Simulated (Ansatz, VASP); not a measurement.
## Al: VASP beside Ansatz

```xyz
1
Lattice="-1.6684 1.6684 1.6684 1.6684 -1.6684 1.6684 1.6684 1.6684 -1.6684" Properties=species:S:1:pos:R:3 pbc="T T T"
Al    0.0000    0.0000    0.0000
```

Alike in both runs: task single point; functional revPBE; k mesh 15 × 15 × 15; occupations fermi-dirac, width 0.1 eV; no spin polarisation.

|  | VASP | Ansatz |
| --- | --- | --- |
| version | VASP 6.6.1 | Ansatz 0.2.0 |
| potentials or method | VASP PAW PBE potentials, release 64 (Al) | plane waves (420 eV) with PAW, scalar-relativistic |
| plane-wave cutoff (eV) | 520 | 420 |
| valence electrons in the cell | 3 | 3 |

Ansatz gave:

* pressure (GPa): -4.4

Task: Which values does VASP return?

Result: Pressure (GPa): -4.5.

Caveats: the PAW data sets were made with another functional, which shifts forces and pressure a little (VASP).
